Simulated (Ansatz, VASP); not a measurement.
# One calculation of Cd, two programs

Contents of INCAR:

```
ALGO = Fast
EDIFF = 1E-6
ENCUT = 520
GGA = PS
ISIF = 2
ISMEAR = 0
LASPH = True
LCHARG = True
LELF = True
LREAL = False
LVHAR = True
LWAVE = False
NBANDS = 12
NELM = 100
PREC = Accurate
SIGMA = 0.1
```

File KPOINTS:

```
k-points
0
Gamma
  16 16 16
```

The input POSCAR:

```
Cd
1.0
    0.0000000000      2.3267947248      2.3267947248
    2.3267947248      0.0000000000      2.3267947248
    2.3267947248      2.3267947248      0.0000000000
Cd
1
Direct
    0.0000000000      0.0000000000      0.0000000000
```

Input for Ansatz:

```yaml
crystal:
  lattice:
    - [0.0, 2.3267947248, 2.3267947248]
    - [2.3267947248, 0.0, 2.3267947248]
    - [2.3267947248, 2.3267947248, 0.0]
  atoms:
    - { symbol: Cd, position: [0.0, 0.0, 0.0] }
basis:
  ecutwfc: 420
kpoints:
  mp_grid: { grid: [16, 16, 16] }
hamiltonian:
  xc: pbesol
scf:
  occupations: { method: gaussian, width: 0.1 }
output:
  forces: true
  stress: true
  eigenvalues: true
  populations: true
```

Alike in both runs: task single point; functional PBEsol; k mesh 16 × 16 × 16; occupations gaussian, width 0.1 eV; no spin polarisation.

```csv
,VASP,Ansatz
version,VASP 6.6.1,Ansatz 0.2.0
potentials or method,"VASP PAW PBE potentials, release 64 (Cd)","scalar-relativistic, plane waves, PAW"
plane-wave cutoff (eV),520,420
valence electrons in the cell,12,20
```

```tsv
	VASP	Ansatz	Ansatz less VASP
gap on the k mesh at the Fermi level (eV)	none	none	-
pressure (GPa)	-6.0	-6.2	-0.18
```

A gap of «none» marks a metal or a gap that the smearing closes. With one functional, cell and mesh, what is left measures potentials, basis and numerics. The two sets of potentials don't hold the same shells in valence.

Caveats: the PAW data sets were made with another functional, which shifts forces and pressure a little (VASP).
